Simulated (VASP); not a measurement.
Wanted: the native input for a VASP 6.6.1 run.

```yaml
Task: single point
Functional: PBE
Dispersion: D3(BJ)
Potentials_or_basis: VASP PAW PBE potentials, release 64 (O, H, Li_sv)
Cutoff: 520 eV
k_mesh: 1 × 1 × 1
Occupations: fermi-dirac, width 0.05 eV
Spin: no spin polarisation
Dipole_correction: no
Further_INCAR_settings: LREAL = Auto; ALGO = Fast; EDIFF = 1e-07; NBANDS = 56
```

The structure of LiH17O9 lies in POSCAR:

```
LiH17O9
1.0
    7.1738770000      0.0000000000      0.0000000000
    0.0000000000      7.1738770000      0.0000000000
    0.0000000000      0.0000000000      7.1738770000
O H Li
9 17 1
Direct
    0.2117265183      0.0427802149      0.2267532605
    0.1793451435      0.8191944189      0.5270650723
    0.0354759358      0.4834484896      0.9966995531
    0.4356500676      0.4440973828      0.8345278292
    0.7216181710      0.2297781242      0.8987330003
    0.8614031158      0.1304733828      0.2094125673
    0.7700438689      0.8183022932      0.4396925122
    0.3273404325      0.3983480620      0.4814272673
    0.3793206937      0.8285617387     -0.0635778952
    0.0857974008      0.0663379091      0.1872766985
    0.2685019551     -0.0164206886      0.1134393578
    0.1941070358      0.9015766510      0.4179051300
    0.0492620657      0.8075270875      0.5426354536
    0.0996253490      0.5979333072      1.0201596710
    0.1357146213      0.4055268860      0.9576132961
    0.3804637297      0.4386888707      0.7049605116
    0.3892316526      0.5657749638      0.8909269005
    0.5858477919      0.2785244297      0.8899511380
    0.7895451790      0.3410150467      0.8569843057
    0.7979367363      0.1839730455      0.0907598499
    0.8876790054      0.2509103515      0.2651564837
    0.7912318541      0.9030124157      0.3393004926
    0.7013920088      0.7121532750      0.3909183277
    0.2989039260      0.2716104555      0.4164136073
    0.2392848386      0.4883551809      0.4232300052
    0.4789181638      0.8357266231      0.0253140666
    0.3566551253      0.8781444120      0.7144532866
```

The cell was built by a generator and needn't be a form met in nature.

One way to write it, as run:

INCAR

```
  PREC = Accurate
  ENCUT = 520
  EDIFF = 1E-7
  ISMEAR = -1
  SIGMA = 0.05
  LREAL = Auto
  LASPH = True
  NELM = 60
  ALGO = Fast
  ISIF = 2
  LWAVE = False
  LCHARG = False
  GGA = PE
  IVDW = 12
  NBANDS = 56
```

KPOINTS

```
regular mesh
0
Gamma
  1 1 1
```

Potentials or basis: VASP PAW PBE potentials, release 64 (O, H, Li_sv).

The run is started by

```console
$ cat potpaw_PBE.64/O/POTCAR potpaw_PBE.64/H/POTCAR potpaw_PBE.64/Li_sv/POTCAR > POTCAR
$ mpirun -np 1 vasp_gam > vasp.out
```

It gave:

* Largest force: 2.458 eV/Å
* Band gap on the k mesh: 3.71 eV, direct
* Dispersion energy per atom: -0.028 eV

It took 41 s on 1 thread of Intel(R) Xeon(R) 6975P-C (Granite Rapids) (shared host), peak memory 0.38 GiB.
